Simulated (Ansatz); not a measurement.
# SnO2 (rutile): other levels of theory at one geometry

The task here is to estimate one member of a computed series from the others.

Computed with Ansatz 0.2.0 (DFT at several levels, plane waves, PAW, unless a step's input says otherwise).

2 further runs of the same task are left out: 2 that didn't finish. Runs told in other sessions of the task aren't counted.

## The system as given

The structure is tetragonal, space group P4_2/mnm (No. 136). The conventional cell has a = 4.828 Å, b = 4.828 Å, c = 3.238 Å, α = 90.00°, β = 90.00°, γ = 90.00°. Sn (site symmetry mmm) is surrounded by 6 O at 2.09 Å. O (site symmetry m2m) is surrounded by 3 Sn at 2.09 Å.

Structure file:

```cif
data_structure
_symmetry_space_group_name_H-M 'P4_2/mnm'
_symmetry_Int_Tables_number 136
_cell_length_a 4.8276
_cell_length_b 4.8276
_cell_length_c 3.2381
_cell_angle_alpha 90.000
_cell_angle_beta 90.000
_cell_angle_gamma 90.000
_cell_volume 75.47
loop_
_atom_site_label
_atom_site_type_symbol
_atom_site_symmetry_multiplicity
_atom_site_Wyckoff_symbol
_atom_site_fract_x
_atom_site_fract_y
_atom_site_fract_z
_atom_site_occupancy
Sn1 Sn 2 a 0.00000 0.00000 0.00000 1
O1 O 4 f 0.30658 0.30658 0.00000 1
```

An earlier run at PBE left this cell at 12.578 Å³/atom and 0.00 GPa (6×6×10 mesh), gap on the mesh 0.68 eV.

Levels to run: PBE+SOC; r²SCAN; PBEsol; LDA; HSE06. Hardware: 4 threads of Arm Neoverse V2, shared host.

The first run:

input.yaml

```yaml
crystal:
  lattice:
    - [4.8275742947, 0.0, 0.0]
    - [0.0, 4.8275742947, 0.0]
    - [0.0, 0.0, 3.2381011166]
  atoms:
    - { symbol: Sn, position: [0.0, 0.0, 0.0] }
    - { symbol: Sn, position: [0.5, 0.5, 0.5] }
    - { symbol: O, position: [0.3065775573, 0.3065775573, 0.0] }
    - { symbol: O, position: [0.8065775573, 0.1934224427, 0.5] }
    - { symbol: O, position: [0.1934224427, 0.8065775573, 0.5] }
    - { symbol: O, position: [0.6934224427, 0.6934224427, 0.0] }
basis:
  ecutwfc: 420
  ecutrho_ratio: 4
kpoints:
  mp_grid: { grid: [6, 6, 10] }
hamiltonian:
  xc: pbe
scf:
  occupations: { method: gaussian, width: 0.05 }
output:
  forces: true
  stress: true
  eigenvalues: true
  populations: true
  dos: { projected: true, de: 0.02 }
  write_density: true
  write_potential: true
  elf: true
  volumetric_format: npy
magnetization:
  noncollinear: true
  spin_orbit: true
```

Run with:

```
ansatz run input.yaml --threads 4 --pin off --max-ram 7168MiB --backend cpu --events-out ev --progress --plain --runs-dir out
```

Among the steps run: PBE+SOC; r²SCAN; PBEsol; LDA; HSE06.

One of the session's tables, all rows but one given; the rest of the session is left out.

| level | gap on the mesh (eV) | pressure (GPa) |
| --- | --- | --- |
| PBE | 0.68 | 0.0 |
| LDA | 0.53 | -10.7 |
| PBEsol | 0.59 | -5.8 |
| PBE+SOC | 0.69 | 0.0 |
| r²SCAN | ? | ? |
| HSE06 | 2.38 | -9.0 |

Estimate the missing values for r²SCAN.

As computed: gap on the mesh (eV): 1.33; pressure (GPa): -7.6. In the column «gap on the mesh (eV)» it lies between PBE+SOC (0.69) and HSE06 (2.38).

The pressure runs from -10.7 GPa (LDA) to 0.0 GPa (PBE); a negative pressure means that level wants a smaller cell, a positive one a larger cell. The gap is widest with HSE06 (2.38 eV) and narrowest with LDA (0.53 eV). Total energies of different levels have different zeros and can't be compared.

Caveats from the session: Warnings in the runs' records: stress exchange threshold loose, stress scf threshold loose.
